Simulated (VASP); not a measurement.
# Cs (Pm-3m) in VASP: further runs

Runs on Cs. Level: RPBE. Tasks: single point.

Everything below comes from runs of VASP 6.6.1. Logs are shortened: lines on timing, memory, paths and dates and some standing lists are left out, and cuts for length are marked.

### Step 1. The structure

Symmetry: Pm-3m, No. 221, cubic system. Conventional cell: a = 5.229 Å, b = 5.229 Å, c = 5.229 Å, α = 90.00°, β = 90.00°, γ = 90.00°.

This isn't the form of Cs at room conditions, which is bcc.

### Step 2. Single point, RPBE

Input file INCAR:

```
SYSTEM = Cs
PREC = Accurate ; ENCUT = 520
EDIFF = 1E-7 ; ISMEAR = -1
SIGMA = 0.1 ; LREAL = .False.
LASPH = .True. ; NELM = 100
ALGO = Normal ; ISIF = 2
LWAVE = .False. ; LCHARG = .False.
GGA = RP ; NBANDS = 10
```

Input file KPOINTS:

```
regular mesh
0
Gamma
  10 10 10
  0 0 0
```

Input file POSCAR:

```
Cs
1.0
    5.2289240171      0.0000000000      0.0000000000
    0.0000000000      5.2289240171      0.0000000000
    0.0000000000      0.0000000000      5.2289240171
Cs
1
Direct
    0.0000000000      0.0000000000      0.0000000000
```

Potentials or basis: VASP PAW PBE potentials, release 64 (Cs_sv).

The run is started by

```console
cat potpaw_PBE.64/Cs_sv/POTCAR > POTCAR
mpirun -np 1 vasp_std > vasp.out
```

OUTCAR:

```text
SYSTEM = Cs
   PREC = Accurate
   ENCUT = 520
   EDIFF = 1E-7
   ISMEAR = -1
   LREAL = .False.
   LASPH = .True.
   NELM = 100
   ISIF = 2
   GGA = RP

 ion  position               nearest neighbor table
   1  0.000  0.000  0.000-

  LATTYP: Found a simple cubic cell.
 ALAT       =     5.2289240171

  Lattice vectors:

 A1 = (   5.2289240171,   0.0000000000,   0.0000000000)
 A2 = (   0.0000000000,   5.2289240171,   0.0000000000)
 A3 = (   0.0000000000,   0.0000000000,   5.2289240171)

Analysis of symmetry for initial positions (statically):
=====================================================================
 Subroutine PRICEL returns:
 Original cell was already a primitive cell.

 Routine SETGRP: Setting up the symmetry group for a
 simple cubic supercell.

 Subroutine GETGRP returns: Found 48 space group operations
 (whereof 48 operations were pure point group operations)
 out of a pool of 48 trial point group operations.

The static configuration has the point symmetry O_h .

Analysis of symmetry for dynamics (positions and initial velocities):
=====================================================================
 Subroutine PRICEL returns:
 Original cell was already a primitive cell.

 Routine SETGRP: Setting up the symmetry group for a
 simple cubic supercell.

 Subroutine GETGRP returns: Found 48 space group operations
 (whereof 48 operations were pure point group operations)
 out of a pool of 48 trial point group operations.

The dynamic configuration has the point symmetry O_h .

 Subroutine INISYM returns: Found 48 space group operations
 (whereof 48 operations are pure point group operations),
 and found     1 'primitive' translations

----------------------------------------------------------------------------------------

                                     Primitive cell

  volume of cell :     142.9674

  direct lattice vectors                    reciprocal lattice vectors
     5.228924017  0.000000000  0.000000000     0.191243934  0.000000000  0.000000000
     0.000000000  5.228924017  0.000000000     0.000000000  0.191243934  0.000000000
     0.000000000  0.000000000  5.228924017     0.000000000  0.000000000  0.191243934

  length of vectors
     5.228924017  5.228924017  5.228924017     0.191243934  0.191243934  0.191243934

  position of ions in fractional coordinates (direct lattice)
     0.000000000  0.000000000  0.000000000

  ion indices of the primitive-cell ions
   primitive index   ion index
                 1           1

----------------------------------------------------------------------------------------

 KPOINTS: regular mesh

Automatic generation of k-mesh.
 Grid dimensions read from file:
 generate k-points for:   10   10   10

 Generating k-lattice:

  Cartesian coordinates                     Fractional coordinates (reciprocal lattice)
     0.019124393  0.000000000  0.000000000     0.100000000  0.000000000  0.000000000
     0.000000000  0.019124393  0.000000000     0.000000000  0.100000000  0.000000000
     0.000000000  0.000000000  0.019124393     0.000000000  0.000000000  0.100000000

  Length of vectors
     0.019124393  0.019124393  0.019124393

  Shift w.r.t. Gamma in fractional coordinates (k-lattice)
     0.000000000  0.000000000  0.000000000

 Subroutine IBZKPT returns following result:
 ===========================================

 Found     56 irreducible k-points:

 Following reciprocal coordinates:
            Coordinates               Weight
  0.000000  0.000000  0.000000      1.000000
  0.100000  0.000000  0.000000      6.000000
  0.200000  0.000000  0.000000      6.000000
  0.300000  0.000000  0.000000      6.000000
  0.400000  0.000000  0.000000      6.000000
  0.500000  0.000000  0.000000      3.000000
[... 16 lines left out ...]
  0.200000  0.100000  0.100000     24.000000
  0.300000  0.100000  0.100000     24.000000
 [... further k-points ...]
   k-points           NKPTS =     56   k-points in BZ     NKDIM =     56   number of bands    NBANDS=     10
   number of dos      NEDOS =    301   number of ions     NIONS =      1
   total plane-waves  NPLWV =  64000
   dimension x,y,z NGX =    40 NGY =   40 NGZ =   40
   dimension x,y,z NGXF=    80 NGYF=   80 NGZF=   80
   ions per type =               1
   NGX,Y,Z   is equivalent  to a cutoff of  12.72, 12.72, 12.72 a.u.
   NGXF,Y,Z  is equivalent  to a cutoff of  25.43, 25.43, 25.43 a.u.
 SYSTEM =  Cs
   PREC   = accura    normal or accurate (medium, high low for compatibility)
   ISTART =      0    job   : 0-new  1-cont  2-samecut
   ICHARG =      2    charge: 1-file 2-atom 10-const
   ISPIN  =      1    spin polarized calculation?
   LNONCOLLINEAR =      F non collinear calculations
   LSORBIT =      F    spin-orbit coupling
   LASPH  =      T    aspherical Exc in radial PAW
   ENCUT  =  520.0 eV  38.22 Ry    6.18 a.u.   9.72  9.72  9.72*2*pi/ulx,y,z
   NELM   =    100;   NELMIN=  2; NELMDL= -5     # of ELM steps
   EDIFF  = 0.1E-06   stopping-criterion for ELM
   LREAL  =      F    real-space projection
   EDIFFG = 0.1E-05   stopping-criterion for IOM
   NSW    =      0    number of steps for IOM
   IBRION =     -1    ionic relax: 0-MD 1-quasi-New 2-CG
   NFREE  =      0    steps in history (QN), initial steepest desc. (CG)
   ISIF   =      2    stress and relaxation
   ISYM   =      2    0-nonsym 1-usesym 2-fastsym
   POTIM  = 0.5000    time-step for ionic-motion
   TEBEG  =    0.0;   TEEND  =   0.0 temperature during run
   PSTRESS=    0.0 pullay stress
   NELECT =       9.0000    total number of electrons
   NUPDOWN=      -1.0000    fix difference up-down
   EMIN   =  10.00;   EMAX   =-10.00  energy-range for DOS
   EFERMI =   0.00;   METHOD = LEGACY
   ISMEAR =    -1;   SIGMA  =   0.10  broadening in eV -4-tet -1-fermi 0-gaus
   EFERMI_NEDOS =   21; number of points for ismear=-14 and -15
   IALGO  =     38    algorithm
   IMIX   =      4    mixing-type and parameters
     AMIX     =   0.40;   BMIX     =  1.00
     AMIX_MAG =   1.60;   BMIX_MAG =  1.00
  volume/ion in A,a.u.               =     142.97       964.79
  Fermi-wavevector in a.u.,A,eV,Ry     =   0.651243  1.230672  5.770475  0.424118
  Thomas-Fermi vector in A             =   1.720781
   LORBIT       =      0    0 simple, 1 ext, 2 COOP (PROOUT), +10 PAW based schemes
   GGA     = RP    functional components
   LHFCALC =     F    Hartree Fock is set to
   AEXX    =    0.0000 exact exchange contribution
   IVDW    =     0    specifies the selected vdW correction
   LEPSILON=     F    determine dielectric tensor
   LRPA    =     F    only Hartree local field effects (RPA)
 non-spin polarized calculation
  energy-cutoff  :      520.00
  volume of cell :      142.97
 maximum number of plane-waves:      3900
 NGX is ok and might be reduce to    40
   NGX = 19   NGY = 19   NGZ = 19

 number of electron       8.9999997 magnetization

 Free energy of the ion-electron system (eV)
  ---------------------------------------------------
  ext. energy  EPLUGINS =         0.00000000
  ---------------------------------------------------
  free energy    TOTEN  =        -0.66918308 eV

  energy without entropy =       -0.62958140  energy(sigma->0) =       -0.64938224

 E-fermi :   0.1176     XC(G=0):  -4.7569

 val. band max:        0.0391887639   @ k =   0.5000   0.1000   0.0000
 cond. band min:       0.1222350229   @ k =   0.5000   0.1000   0.1000
 fundamental gap:      0.0830462590
 Fermi energy:         0.1176322550

 k-point     1 :       0.0000    0.0000    0.0000
  band No.  band energies     occupation
      1     -24.0597      2.00000
      2     -10.8260      2.00000
      3     -10.8260      2.00000
      4     -10.8260      2.00000
      5      -1.3405      2.00000
      6       1.5290      0.00000
      7       1.5290      0.00000
      8       4.0732      0.00000
      9       4.0732      0.00000
     10       4.0732      0.00000

 k-point     2 :       0.1000    0.0000    0.0000
  band No.  band energies     occupation
      1     -24.0593      2.00000
      2     -10.8361      2.00000
      3     -10.8252      2.00000
      4     -10.8252      2.00000
      5      -1.2696      2.00000
      6       1.5345      0.00000
      7       1.5592      0.00000
      8       3.8012      0.00000
      9       3.8012      0.00000
     10       4.0860      0.00000

 k-point     3 :       0.2000    0.0000    0.0000
  band No.  band energies     occupation
      1     -24.0584      2.00000
      2     -10.8621      2.00000
      3     -10.8230      2.00000
      4     -10.8230      2.00000
      5      -1.0643      1.99999
      6       1.4760      0.00000
      7       1.6437      0.00000
      8       3.4215      0.00000
      9       3.4215      0.00000
     10       3.8795      0.00000

 k-point     4 :       0.3000    0.0000    0.0000
  band No.  band energies     occupation
      1     -24.0573      2.00000
      2     -10.8938      2.00000
      3     -10.8203      2.00000
      4     -10.8203      2.00000
      5      -0.7450      1.99964
      6       1.2097      0.00004
      7       1.7609      0.00000
      8       3.1171      0.00000
      9       3.1171      0.00000
     10       3.8946      0.00000
[... 222 lines left out ...]
 k-point    22 :       0.1000    0.1000    0.1000
  band No.  band energies     occupation
      1     -24.0586      2.00000
      2     -10.8351      2.00000
      3     -10.8339      2.00000
      4     -10.8339      2.00000
      5      -1.1290      1.99999
      6       1.5915      0.00000
      7       1.5915      0.00000
      8       3.2923      0.00000
      9       3.6795      0.00000
     10       3.6795      0.00000

 k-point    23 :       0.2000    0.1000    0.1000
  band No.  band energies     occupation
      1     -24.0577      2.00000
      2     -10.8602      2.00000
      3     -10.8324      2.00000
      4     -10.8317      2.00000
      5      -0.9261      1.99994
      6       1.5570      0.00000
      7       1.6768      0.00000
      8       2.9818      0.00000
      9       3.2702      0.00000
     10       3.7129      0.00000

 k-point    24 :       0.3000    0.1000    0.1000
  band No.  band energies     occupation
      1     -24.0567      2.00000
      2     -10.8917      2.00000
      3     -10.8296      2.00000
      4     -10.8289      2.00000
      5      -0.6104      1.99862
      6       1.2864      0.00002
      7       1.8021      0.00000
      8       2.8944      0.00000
      9       2.9211      0.00000
     10       3.7787      0.00000

 [... further k-points ...]
[... 5 lines left out ...]
  --------------------------------------------------------------------------------------
  -------------------------------------------------------------------------------------
  Total        0.0020330      0.0020330      0.0020330      0.0000000      0.0000000      0.0000000
  in kB        0.0227829      0.0227829      0.0227829      0.0000000      0.0000000      0.0000000
  external PRESSURE =       0.0227829 kB  Pullay stress =       0.0000000 kB

 VOLUME and BASIS-vectors are now :
 -----------------------------------------------------------------------------
  energy-cutoff  :      520.00
  volume of cell :      142.97
      direct lattice vectors                 reciprocal lattice vectors
     5.228924017  0.000000000  0.000000000     0.191243934  0.000000000  0.000000000
     0.000000000  5.228924017  0.000000000     0.000000000  0.191243934  0.000000000
     0.000000000  0.000000000  5.228924017     0.000000000  0.000000000  0.191243934

 POSITION                                       TOTAL-FORCE (eV/Angst)
 -----------------------------------------------------------------------------------
      0.00000      0.00000      0.00000         0.000000      0.000000      0.000000
 -----------------------------------------------------------------------------------
    total drift:                               -0.000000     -0.000000     -0.000000

  FREE ENERGIE OF THE ION-ELECTRON SYSTEM (eV)
  ---------------------------------------------------
  free  energy   TOTEN  =        -0.6691830799 eV

  energy  without entropy=       -0.6295814008  energy(sigma->0) =       -0.64938224
```

It took 55 s on 1 thread of Intel Xeon Platinum 8488C (Sapphire Rapids), shared host; peak memory 0.26 GiB.

Results:

```
Free energy            : -0.6692 eV
Pressure               : 0.0 GPa
Band gap on the k mesh : none (metal or under the smearing width)
```

Caveat: the PAW data sets were made with another functional, which shifts forces and pressure a little. Spin-orbit coupling is left out, which matters for the levels of Cs.

### Step 3. Single point, RPBE

This run uses another cell than the first one, of 148.69 Å³/atom, 1.040 times its volume.

Input file INCAR:

```
  PREC = Accurate
  ENCUT = 520
  EDIFF = 1E-6
  ISMEAR = -1
  SIGMA = 0.1
  LREAL = False
  LASPH = True
  NELM = 80
  ALGO = Normal
  ISIF = 2
  LWAVE = False
  LCHARG = False
  GGA = RP
  NBANDS = 10
```

Input file KPOINTS:

```
regular mesh
0
Gamma
  7 7 7
```

Input file POSCAR:

```
Cs
1.0
    5.2977335398      0.0000000000      0.0000000000
    0.0000000000      5.2977335398      0.0000000000
    0.0000000000      0.0000000000      5.2977335398
Cs
1
Direct
    0.0000000000      0.0000000000      0.0000000000
```

Potentials or basis: VASP PAW PBE potentials, release 64 (Cs_sv).

The run is started by

```console
cat potpaw_PBE.64/Cs_sv/POTCAR > POTCAR
mpirun -np 1 vasp_std > vasp.out
```

OUTCAR:

```text
PREC = Accurate
   ENCUT = 520
   EDIFF = 1E-6
   ISMEAR = -1
   LREAL = False
   LASPH = True
   NELM = 80
   ISIF = 2
   GGA = RP

 ion  position               nearest neighbor table
   1  0.000  0.000  0.000-

  LATTYP: Found a simple cubic cell.
 ALAT       =     5.2977335398

  Lattice vectors:

 A1 = (   5.2977335398,   0.0000000000,   0.0000000000)
 A2 = (   0.0000000000,   5.2977335398,   0.0000000000)
 A3 = (   0.0000000000,   0.0000000000,   5.2977335398)

Analysis of symmetry for initial positions (statically):
=====================================================================
 Subroutine PRICEL returns:
 Original cell was already a primitive cell.

 Routine SETGRP: Setting up the symmetry group for a
 simple cubic supercell.

 Subroutine GETGRP returns: Found 48 space group operations
 (whereof 48 operations were pure point group operations)
 out of a pool of 48 trial point group operations.

The static configuration has the point symmetry O_h .

[... 155 lines left out ...]

 val. band max:       -0.0414549855   @ k =   0.4286   0.1429   0.1429
 cond. band min:       0.0836507028   @ k =   0.2857   0.2857   0.2857
 fundamental gap:      0.1251056883
 Fermi energy:         0.0326063595

 k-point     1 :       0.0000    0.0000    0.0000
  band No.  band energies     occupation
      1     -24.1559      2.00000
      2     -10.9264      2.00000
      3     -10.9264      2.00000
      4     -10.9264      2.00000
      5      -1.3839      2.00000
      6       1.4529      0.00000
      7       1.4529      0.00000
      8       3.9135      0.00000
      9       3.9135      0.00000
     10       3.9135      0.00000
[... 235 lines left out ...]
 k-point    20 :       0.4286    0.4286    0.4286
  band No.  band energies     occupation
      1     -24.1476      2.00000
      2     -10.9928      2.00000
      3     -10.9924      2.00000
      4     -10.9924      2.00000
      5       1.0222      0.00010
      6       1.2539      0.00001
      7       1.2539      0.00001
      8       2.8374      0.00000
      9       3.1092      0.00000
     10       3.1354      0.00000

------------------------ aborting loop because EDIFF is reached ----------------------------------------

  FORCE on cell =-STRESS in cart. coord.  units (eV):
  Direction    XX          YY          ZZ          XY          YZ          ZX
  --------------------------------------------------------------------------------------
  -------------------------------------------------------------------------------------
  Total       -0.0379819     -0.0379819     -0.0379819      0.0000000      0.0000000      0.0000000
  in kB       -0.4092763     -0.4092763     -0.4092763      0.0000000      0.0000000      0.0000000
  external PRESSURE =      -0.4092763 kB  Pullay stress =       0.0000000 kB

 VOLUME and BASIS-vectors are now :
 -----------------------------------------------------------------------------
  energy-cutoff  :      520.00
  volume of cell :      148.69
      direct lattice vectors                 reciprocal lattice vectors
     5.297733540  0.000000000  0.000000000     0.188759965  0.000000000  0.000000000
     0.000000000  5.297733540  0.000000000     0.000000000  0.188759965  0.000000000
     0.000000000  0.000000000  5.297733540     0.000000000  0.000000000  0.188759965

 POSITION                                       TOTAL-FORCE (eV/Angst)
 -----------------------------------------------------------------------------------
      0.00000      0.00000      0.00000         0.000000      0.000000      0.000000
 -----------------------------------------------------------------------------------
    total drift:                               -0.000000     -0.000000     -0.000000

  FREE ENERGIE OF THE ION-ELECTRON SYSTEM (eV)
  ---------------------------------------------------
  free  energy   TOTEN  =        -0.6684733378 eV

  energy  without entropy=       -0.6288975328  energy(sigma->0) =       -0.64868544
```

Run time: 24 s. Hardware: 1 thread of Intel Xeon Platinum 8488C (Sapphire Rapids), shared host; peak memory 0.24 GiB.

Results:

| Property | Result |
| --- | --- |
| Free energy | -0.6685 eV |
| Pressure | 0.0 GPa |
| Band gap on the k mesh | none (metal or under the smearing width) |

Levels at points of the mesh, in eV from the Fermi level:
| k point | band 3 | band 4 | band 5 | band 6 | band 7 | band 8 |
| --- | --- | --- | --- | --- | --- | --- |
| (0.00, 0.00, 0.00) | -10.96 | -10.96 | -1.42 | 1.42 | 1.42 | 3.88 |

Caveat: the PAW data sets were made with another functional, which shifts forces and pressure a little. The run has no spin-orbit coupling, so splittings on Cs are missing.
